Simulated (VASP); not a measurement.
NbC, 2 atoms in the cell. The structure is cubic, space group Fm-3m (No. 225). The conventional cell has a = 4.508 Å, b = 4.508 Å, c = 4.508 Å, α = 90.00°, β = 90.00°, γ = 90.00°. Nb (site symmetry m-3m) has 6 C at 2.25 Å as nearest neighbours. C (site symmetry m-3m) has 6 Nb at 2.25 Å as nearest neighbours. The cell is a database's computed one.

```yaml
Program: VASP 6.6.1
Task: relaxation of cell and atoms
Functional: r2SCAN
Potentials_or_basis: VASP PAW PBE potentials, release 64 (Nb_sv, C)
Cutoff: 600 eV
k_mesh: 16 × 16 × 16
Occupations: gaussian, width 0.1 eV
Spin: no spin polarisation
Further_INCAR_settings: ALGO = Normal; EDIFF = 1e-07; IBRION = 2; EDIFFG = -0.005; NSW = 90; ISIF = 3
```

Potentials or basis: VASP PAW PBE potentials, release 64 (Nb_sv, C).

Command:

```bash
$ cat potpaw_PBE.64/Nb_sv/POTCAR potpaw_PBE.64/C/POTCAR > POTCAR
$ mpirun -np 1 vasp_std > vasp.out
```

Hardware: 1 thread of Intel(R) Xeon(R) 6975P-C (Granite Rapids), on a shared host.

Q: Estimate the wall time of this run.

A: It took 5.6 min on 1 thread of Intel(R) Xeon(R) 6975P-C (Granite Rapids), on a shared host, peak memory 0.22 GiB. Counts: scf iterations 44, k points 145, ion steps 3.
